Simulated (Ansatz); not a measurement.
**Moving the functional in NaCl**

```
CELL_PARAMETERS angstrom
0.00000 2.79406 2.79406
2.79406 0.00000 2.79406
2.79406 2.79406 0.00000
ATOMIC_POSITIONS crystal
Cl 0.50000 0.50000 0.50000
Na 0.00000 0.00000 0.00000
```

The cell is a database's computed one, not the measured one.

Kept alike: task single point; k mesh 6 × 6 × 6; occupations fermi-dirac, width 0.05 eV; no spin polarisation. Program: Ansatz, PAW datasets made for the crystal. Cutoffs run from 180 to 200 eV. The mesh is that of the run's cell of 2 atoms. No spin-orbit coupling.

```csv
functional,band gap (eV),pressure (GPa)
HSE06,6.597,0.94
PBE,5.217,1.56
PBE0,7.320,0.88
PBEsol,5.039,0.20
```

Pressure is positive in compression, with a Pulay correction for the finite cutoff. A gap read on the mesh alone can miss an edge between its points.

The band gap runs from 5.039 (PBEsol) to 7.320 eV (PBE0). From PBE: HSE06 +1.380; PBE0 +2.103; PBEsol -0.178. The pressure runs from 0.20 (PBEsol) to 1.56 GPa (PBE). From PBE: HSE06 -0.62; PBE0 -0.68; PBEsol -1.36.
